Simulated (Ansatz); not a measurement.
Level of theory: DFT PBE, scalar-relativistic, plane waves, PAW (Ansatz 0.2.0). Settings: cutoff 420 eV, Γ-centred meshes spaced at most about 0.3 Å⁻¹, and about 0.25 Å⁻¹ or finer for metals (2π included), Gaussian smearing. No spin polarisation.

Each guess is relaxed in cell and atoms at zero pressure, on a coarse mesh first where it starts far from rest and then on a converged one. The steps can't lower the symmetry of the start, but it can rise. Energies are static (0 K, no zero-point motion).

Two unrelaxed guesses for Be2Se:

A.

```
CELL_PARAMETERS angstrom
0.00000 2.70436 2.70436
2.70436 0.00000 2.70436
2.70436 2.70436 0.00000
ATOMIC_POSITIONS crystal
Be 0.75000 0.75000 0.75000
Be 0.50000 0.50000 0.50000
Se 0.00000 0.00000 0.00000
```

B.

```
CELL_PARAMETERS angstrom
0.00000 2.99546 2.99546
2.99546 0.00000 2.99546
2.99546 2.99546 0.00000
ATOMIC_POSITIONS crystal
Be 0.75000 0.75000 0.75000
Be 0.25000 0.25000 0.25000
Se 0.00000 0.00000 0.00000
```

**Question.** Where do they end, and which end is lower?

**Answer.** A ends lower, by 226 meV/atom. A: F-43m at 13.2 Å³/atom → F-43m at 14.3 Å³/atom; B: Fm-3m at 17.9 Å³/atom → Fm-3m (anti-fluorite type) at 15.5 Å³/atom. Counting Se atoms around Be (those within 1.25 times the shortest such distance or 1.15 times the sum of covalent radii, 1.27 where that leaves under three; the shortest distance is added where it exceeds 1.18 times the sum of covalent radii; a slash parts the counts of unlike sites), the end of A has Be 4/6 from 2.8 Å and the end of B has Be 4. End of A. Conventional cell: a = 5.559 Å. Be on its first site is surrounded by 4 Be at 2.41 Å and 4 Se at 2.41 Å; Be on its second site has 4 Be at 2.41 Å and 6 Se at 2.78 Å; Se has 4 Be at 2.41 Å and 6 Be at 2.78 Å. End of B. Conventional cell: a = 5.711 Å. Be has 4 Se at 2.47 Å and 6 Be at 2.86 Å; Se is surrounded by 8 Be at 2.47 Å.

Cells without such a test can be saddle points. Shaken at random and relaxed again, the end of A falls into a cell with space group P3m1 (No. 156), 0.39 eV/atom lower, so it is a saddle point or a shallow minimum. Neither end is the lowest form computed: that has space group P-4m2 (No. 115) and lies 0.66 eV/atom below the better end. Even the lowest of the cells shown lies +0.53 eV/atom against the elements. Some types were kept out of the candidates beforehand, so the set may lack a known form.
